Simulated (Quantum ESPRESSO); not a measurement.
# Rh (P6_3/mmc) in Quantum ESPRESSO: further runs

One crystal, Rh, is run at these levels: PBE, LDA; tasks: phonons, energy-loss spectrum.

All numbers are computed with Quantum ESPRESSO 7.5; they aren't measurements. Logs are shortened: lines on timing, memory, paths and dates and some standing lists are left out, and cuts for length are marked.

## Step 1: The structure

The structure is hexagonal, space group P6_3/mmc (No. 194). The conventional cell has a = 2.731 Å, b = 2.731 Å, c = 4.428 Å, α = 90.00°, β = 90.00°, γ = 120.00°. Around Rh (site symmetry -6m2) lie 12 Rh at 2.72 to 2.73 Å.

This isn't the form of Rh at room conditions, which is fcc.

## Step 2: Phonons, PBE

Input file pw.in:

```
&CONTROL
  calculation = 'scf'
  prefix = 'pwscf'
  outdir = './tmp'
  pseudo_dir = './pseudo'
  tprnfor = .true.
  tstress = .true.
  disk_io = 'low'
/
&SYSTEM
  ibrav = 0
  celldm(1) = 8
  nat = 2
  ntyp = 1
  ecutwfc = 60
  nbnd = 25
  occupations = 'smearing'
  smearing = 'mp'
  degauss = 0.00999582
/
&ELECTRONS
  conv_thr = 4d-10
  electron_maxstep = 120
  mixing_beta = 0.5
/
ATOMIC_SPECIES
Rh   102.9055 Rh_ONCV_PBE-1.0.oncvpsp.upf
CELL_PARAMETERS alat
  0.6451003052314   0.0000000000000   0.0000000000000
 -0.3225501526157   0.5586732523317   0.0000000000000
  0.0000000000000   0.0000000000000   1.0460789194897
ATOMIC_POSITIONS crystal
Rh     0.3333333333    0.6666666667    0.2500000000
Rh     0.6666666667    0.3333333333    0.7500000000
K_POINTS automatic
9 9 5 0 0 0
```

Input file scf2.in:

```
&CONTROL
  calculation = 'scf'
  prefix = 'pwscf'
  outdir = './tmp'
  pseudo_dir = './pseudo'
  tprnfor = .true.
  tstress = .true.
  disk_io = 'low'
/
&SYSTEM
  ibrav = 0
  celldm(1) = 8
  nat = 2
  ntyp = 1
  ecutwfc = 60
  nbnd = 25
  occupations = 'smearing'
  smearing = 'mp'
  degauss = 0.00999582
/
&ELECTRONS
  conv_thr = 1d-13
  electron_maxstep = 120
  mixing_beta = 0.5
  startingpot = 'file'
  startingwfc = 'file'
/
ATOMIC_SPECIES
Rh   102.9055 Rh_ONCV_PBE-1.0.oncvpsp.upf
CELL_PARAMETERS alat
  0.6451003052314   0.0000000000000   0.0000000000000
 -0.3225501526157   0.5586732523317   0.0000000000000
  0.0000000000000   0.0000000000000   1.0460789194897
ATOMIC_POSITIONS crystal
Rh     0.3333333333    0.6666666667    0.2500000000
Rh     0.6666666667    0.3333333333    0.7500000000
K_POINTS automatic
9 9 5 0 0 0
```

Input file ph.in:

```
phonons of Rh
&INPUTPH
  prefix = 'pwscf'
  outdir = './tmp'
  tr2_ph = 1d-18
  fildyn = 'dyn'
  niter_ph = 90
  alpha_mix(1) = 0.4
/
0.0000000000 0.0000000000 0.0000000000
```

Input file dynmat.in:

```
&INPUT
  fildyn = 'dyn'
  asr = 'crystal'
  filout = 'dynmat.disp'
  fileig = 'dynmat.eig'
/
```

Input file relax_v0.99.in:

```
&CONTROL
  calculation = 'relax'
  prefix = 'pwscf'
  outdir = './tmp'
  pseudo_dir = './pseudo'
  tprnfor = .true.
  tstress = .true.
  disk_io = 'low'
  nstep = 30
  forc_conv_thr = 0.0001
  etot_conv_thr = 1d-06
/
&SYSTEM
  ibrav = 0
  celldm(1) = 8
  nat = 2
  ntyp = 1
  ecutwfc = 60
  nbnd = 25
  occupations = 'smearing'
  smearing = 'mp'
  degauss = 0.00999582
/
&ELECTRONS
  conv_thr = 1d-13
  electron_maxstep = 120
  mixing_beta = 0.5
/
&IONS
  ion_dynamics = 'bfgs'
/
ATOMIC_SPECIES
Rh   102.9055 Rh_ONCV_PBE-1.0.oncvpsp.upf
CELL_PARAMETERS alat
  0.6429427630102   0.0000000000000   0.0000000000000
 -0.3214713815051   0.5568047659492   0.0000000000000
  0.0000000000000   0.0000000000000   1.0425803016603
ATOMIC_POSITIONS crystal
Rh     0.3333333333    0.6666666667    0.2500000000
Rh     0.6666666667    0.3333333333    0.7500000000
K_POINTS automatic
9 9 5 0 0 0
```

Input file ph_v0.99.in:

```
phonons at 0.99 of the volume
&INPUTPH
  prefix = 'pwscf'
  outdir = './tmp'
  tr2_ph = 1d-18
  fildyn = 'dyn_v0.99'
  niter_ph = 90
  alpha_mix(1) = 0.4
/
0.0000000000 0.0000000000 0.0000000000
```

Input file relax_v1.01.in:

```
&CONTROL
  calculation = 'relax'
  prefix = 'pwscf'
  outdir = './tmp'
  pseudo_dir = './pseudo'
  tprnfor = .true.
  tstress = .true.
  disk_io = 'low'
  nstep = 30
  forc_conv_thr = 0.0001
  etot_conv_thr = 1d-06
/
&SYSTEM
  ibrav = 0
  celldm(1) = 8
  nat = 2
  ntyp = 1
  ecutwfc = 60
  nbnd = 25
  occupations = 'smearing'
  smearing = 'mp'
  degauss = 0.00999582
/
&ELECTRONS
  conv_thr = 1d-13
  electron_maxstep = 120
  mixing_beta = 0.5
/
&IONS
  ion_dynamics = 'bfgs'
/
ATOMIC_SPECIES
Rh   102.9055 Rh_ONCV_PBE-1.0.oncvpsp.upf
CELL_PARAMETERS alat
  0.6472435113523   0.0000000000000   0.0000000000000
 -0.3236217556880   0.5605293232844   0.0000000000000
  0.0000000000000   0.0000000000000   1.0495542902627
ATOMIC_POSITIONS crystal
Rh     0.3333333333    0.6666666667    0.2500000000
Rh     0.6666666667    0.3333333333    0.7500000000
K_POINTS automatic
9 9 5 0 0 0
```

Input file ph_v1.01.in:

```
phonons at 1.01 of the volume
&INPUTPH
  prefix = 'pwscf'
  outdir = './tmp'
  tr2_ph = 1d-18
  fildyn = 'dyn_v1.01'
  niter_ph = 90
  alpha_mix(1) = 0.4
/
0.0000000000 0.0000000000 0.0000000000
```

Potentials or basis: SSSP 1.3 efficiency PBE.

On the command line:

```
> OMP_NUM_THREADS=1 pw.x -in pw.in > pw.out
> OMP_NUM_THREADS=1 pw.x -in scf2.in > scf2.out
> OMP_NUM_THREADS=1 ph.x -in ph.in > ph.out
> OMP_NUM_THREADS=1 dynmat.x -in dynmat.in > dynmat.out
> OMP_NUM_THREADS=1 pw.x -in relax_v0.99.in > relax_v0.99.out
> OMP_NUM_THREADS=1 ph.x -in ph_v0.99.in > ph_v0.99.out
> OMP_NUM_THREADS=1 pw.x -in relax_v1.01.in > relax_v1.01.out
> OMP_NUM_THREADS=1 ph.x -in ph_v1.01.in > ph_v1.01.out
```

pw.out:

```text
This program is part of the open-source Quantum ESPRESSO suite
     for quantum simulation of materials; please cite
[... 9 lines left out ...]
     --------------------
     sticks:   dense  smooth     PW     G-vecs:    dense   smooth      PW
     Sum         439     439    139                12155    12155    2081

     Using Slab Decomposition

     bravais-lattice index     =            0
     lattice parameter (alat)  =       8.0000  a.u.
     unit-cell volume          =     193.0277 (a.u.)^3
     number of atoms/cell      =            2
     number of atomic types    =            1
     number of electrons       =        34.00
     number of Kohn-Sham states=           25
     kinetic-energy cutoff     =      60.0000  Ry
     charge density cutoff     =     240.0000  Ry
     scf convergence threshold =      4.0E-10
     mixing beta               =       0.5000
     number of iterations used =            8  plain     mixing
     Exchange-correlation= PBE
                           (   1   4   3   4   0   0   0)

     celldm(1)=   8.000000  celldm(2)=   0.000000  celldm(3)=   0.000000
     celldm(4)=   0.000000  celldm(5)=   0.000000  celldm(6)=   0.000000

     crystal axes: (cart. coord. in units of alat)
               a(1) = (   0.645100   0.000000   0.000000 )
               a(2) = (  -0.322550   0.558673   0.000000 )
               a(3) = (   0.000000   0.000000   1.046079 )

     reciprocal axes: (cart. coord. in units 2 pi/alat)
               b(1) = (  1.550147  0.894978 -0.000000 )
               b(2) = (  0.000000  1.789955  0.000000 )
               b(3) = (  0.000000 -0.000000  0.955951 )

     PseudoPot. # 1 for Rh read from file:
     Rh_ONCV_PBE-1.0.oncvpsp.upf
     Pseudo is Norm-conserving, Zval = 17.0
     Generated using ONCVPSP code by D. R. Hamann
     Using radial grid of 1442 points,  6 beta functions with:
                l(1) =   0
                l(2) =   0
                l(3) =   1
                l(4) =   1
                l(5) =   2
                l(6) =   2

     atomic species   valence    mass     pseudopotential
     Rh               17.00   102.90550     Rh( 1.00)

     24 Sym. Ops., with inversion, found (12 have fractional translation)

   Cartesian axes

     site n.     atom                  positions (alat units)
         1        Rh     tau(   1) = (  -0.0000000   0.3724488   0.2615197  )
         2        Rh     tau(   2) = (   0.3225502   0.1862244   0.7845592  )

     number of k points=    36  Methfessel-Paxton smearing, width (Ry)=  0.0100
                       cart. coord. in units 2pi/alat
        k(    1) = (   0.0000000   0.0000000   0.0000000), wk =   0.0049383
        k(    2) = (   0.0000000   0.0000000   0.1911902), wk =   0.0098765
        k(    3) = (   0.0000000   0.0000000   0.3823803), wk =   0.0098765
        k(    4) = (   0.0000000   0.1988839   0.0000000), wk =   0.0296296
        k(    5) = (   0.0000000   0.1988839   0.1911902), wk =   0.0592593
        k(    6) = (   0.0000000   0.1988839   0.3823803), wk =   0.0592593
[... 28 lines left out ...]
        k(   35) = (   0.5167155   0.8949775   0.1911902), wk =   0.0197531
        k(   36) = (   0.5167155   0.8949775   0.3823803), wk =   0.0197531

     Dense  grid:    12155 G-vectors     FFT dimensions: (  25,  25,  48)

     Initial potential from superposition of free atoms

     starting charge      33.9991, renormalised to      34.0000
     Starting wfcs are   20 randomized atomic wfcs +    5 random wfcs

     Self-consistent Calculation

     iteration #  1     ecut=    60.00 Ry     beta= 0.50
     Davidson diagonalization with overlap
     ethr =  1.00E-02,  avg # of iterations =  3.9

     Threshold (ethr) on eigenvalues was too large:
     Diagonalizing with lowered threshold

     Davidson diagonalization with overlap
     ethr =  1.37E-05,  avg # of iterations =  4.4

     total energy              =    -433.84743726 Ry
     estimated scf accuracy    <       0.00566170 Ry

     iteration #  2     ecut=    60.00 Ry     beta= 0.50
     Davidson diagonalization with overlap
     ethr =  1.67E-05,  avg # of iterations =  2.0

     total energy              =    -433.84829717 Ry
     estimated scf accuracy    <       0.00051896 Ry

     iteration #  3     ecut=    60.00 Ry     beta= 0.50
     Davidson diagonalization with overlap
     ethr =  1.53E-06,  avg # of iterations =  1.1

     total energy              =    -433.84832717 Ry
     estimated scf accuracy    <       0.00007897 Ry

     iteration #  4     ecut=    60.00 Ry     beta= 0.50
     Davidson diagonalization with overlap
     ethr =  2.32E-07,  avg # of iterations =  1.2

     total energy              =    -433.84833332 Ry
     estimated scf accuracy    <       0.00000182 Ry

     iteration #  5     ecut=    60.00 Ry     beta= 0.50
     Davidson diagonalization with overlap
     ethr =  5.35E-09,  avg # of iterations =  2.0

     total energy              =    -433.84833348 Ry
     estimated scf accuracy    <       0.00000008 Ry

     iteration #  6     ecut=    60.00 Ry     beta= 0.50
     Davidson diagonalization with overlap
     ethr =  2.23E-10,  avg # of iterations =  2.0

     total energy              =    -433.84833350 Ry
     estimated scf accuracy    <          2.7E-09 Ry

     iteration #  7     ecut=    60.00 Ry     beta= 0.50
     Davidson diagonalization with overlap
     ethr =  7.81E-12,  avg # of iterations =  2.0

     End of self-consistent calculation

          k = 0.0000 0.0000 0.0000 (  1521 PWs)   bands (ev):

   -56.6646 -56.5672 -24.8314 -24.2465 -24.2465 -24.1831 -24.1538 -24.1538
    14.4988  16.3543  19.2724  19.3801  19.3801  19.8654  19.8654  20.4366
    20.4366  22.3427  22.3427  23.0013  30.4306  38.4273  40.6533  41.2289
    44.6406

          k = 0.0000 0.0000 0.1912 (  1515 PWs)   bands (ev):

   -56.6553 -56.5766 -24.7712 -24.2468 -24.2377 -24.2377 -24.1627 -24.1627
    14.8837  16.4449  19.1357  19.2568  19.2568  19.7043  19.7043  20.8057
    20.8057  21.6995  22.3059  22.3059  32.2360  37.9077  40.3694  41.3795
    43.7341

          k = 0.0000 0.0000 0.3824 (  1526 PWs)   bands (ev):

   -56.6311 -56.6010 -24.6119 -24.4116 -24.2146 -24.2146 -24.1859 -24.1859
    15.8385  16.4966  18.9779  19.2110  19.2110  19.3982  19.3982  19.7446
    21.4865  21.4865  22.0515  22.0515  35.6573  37.4947  39.2796  40.3986
    43.5445

          k = 0.0000 0.1989 0.0000 (  1521 PWs)   bands (ev):

   -56.6549 -56.5628 -24.8069 -24.3021 -24.2644 -24.2112 -24.1934 -24.1629
    14.9121  16.6497  18.8773  19.6470  19.6906  19.8060  20.0065  20.1503
    20.2344  20.9383  22.4431  25.0229  30.4033  38.6844  41.0847  41.0935
    42.5477

          k = 0.0000 0.1989 0.1912 (  1517 PWs)   bands (ev):
[... 202 lines left out ...]
          k = 0.5167 0.8950 0.0000 (  1500 PWs)   bands (ev):

   -56.5476 -56.5476 -24.6275 -24.5340 -24.5340 -24.4381 -24.4381 -24.4338
    17.0160  17.9837  17.9837  18.4798  19.1223  19.1223  20.5290  22.1212
    22.1212  22.3585  28.3494  28.6467  28.6467  35.1520  36.3401  36.3402
    37.0522

          k = 0.5167 0.8950 0.1912 (  1494 PWs)   bands (ev):

   -56.5476 -56.5476 -24.6093 -24.6050 -24.6050 -24.4526 -24.3659 -24.3659
    17.2608  17.8606  17.8606  18.4978  19.1784  19.1784  20.4570  21.7522
    22.2284  22.2284  28.8656  28.8656  29.1056  34.0383  34.2425  34.2425
    38.9102

          k = 0.5167 0.8950 0.3824 (  1482 PWs)   bands (ev):

   -56.5475 -56.5475 -24.6681 -24.6681 -24.5613 -24.5014 -24.3009 -24.3009
    17.6836  17.6836  17.8738  18.3971  19.2602  19.2602  20.3833  20.7669
    22.3807  22.3807  29.3973  29.3973  30.6811  32.3863  32.5660  32.5660
    41.5748

     the Fermi energy is    22.1909 ev

!    total energy              =    -433.84833350 Ry
     estimated scf accuracy    <          3.3E-10 Ry
     smearing contrib. (-TS)   =       0.00010674 Ry
     internal energy E=F+TS    =    -433.84844024 Ry

     The total energy is F=E-TS. E is the sum of the following terms:
     one-electron contribution =     -96.55737595 Ry
     hartree contribution      =      70.50854720 Ry
     xc contribution           =     -43.87114031 Ry
     ewald contribution        =    -363.92847119 Ry

     convergence has been achieved in   7 iterations

     Forces acting on atoms (cartesian axes, Ry/au):

     atom    1 type  1   force =     0.00000000   -0.00000000    0.00000000
     atom    2 type  1   force =    -0.00000000    0.00000000    0.00000000

     Total force =     0.000000     Total SCF correction =     0.000000

     Computing stress (Cartesian axis) and pressure

          total   stress  (Ry/bohr**3)                   (kbar)     P=      -40.88
  -0.00027576   0.00000000  -0.00000000          -40.57        0.00       -0.00
   0.00000000  -0.00027576   0.00000000            0.00      -40.57        0.00
  -0.00000000   0.00000000  -0.00028219           -0.00        0.00      -41.51

=------------------------------------------------------------------------------=
   JOB DONE.
=------------------------------------------------------------------------------=
```

Run time: 14 min. Hardware: 1 thread of Arm Neoverse V1, shared host; peak memory 0.05 GiB.

Results:

```
Free energy                   : -5902.8073 eV
Pressure                      : -4.1 GPa
Band gap on the k mesh        : none (metal or under the smearing width)
Highest phonon frequency at Γ : 235 cm⁻¹
```

Phonon frequencies in cm⁻¹ (negative: imaginary):
| q point | frequencies |
| --- | --- |
| (0.000, 0.000, 0.000) | -4 -4 2 146 146 235 |

Mode Grüneisen parameters of phonons at Γ, in order of frequency: n/a, n/a, n/a, 1.67, 1.67, 2.71

Optical modes at Γ, degenerate ones joined:
```tsv
cm⁻¹	components	symmetry	active in
146	2	E2g	Raman
235	1	B1g	silent
```

Frequencies at 99 % and 101 % of the volume (pressures -1.7 and -6.4 GPa), ions relaxed:
```
mode  99 % (cm⁻¹)  101 % (cm⁻¹)  Grüneisen parameter
   4        148.8         143.9                 1.67
   5        148.8         143.9                 1.67
   6        241.2         228.5                 2.71
```

Caveat: the mesh is thin for the phonons of a metal; the cell is more than 3 GPa from zero pressure, which shifts response properties.

(Continued in part 2 of 2.)
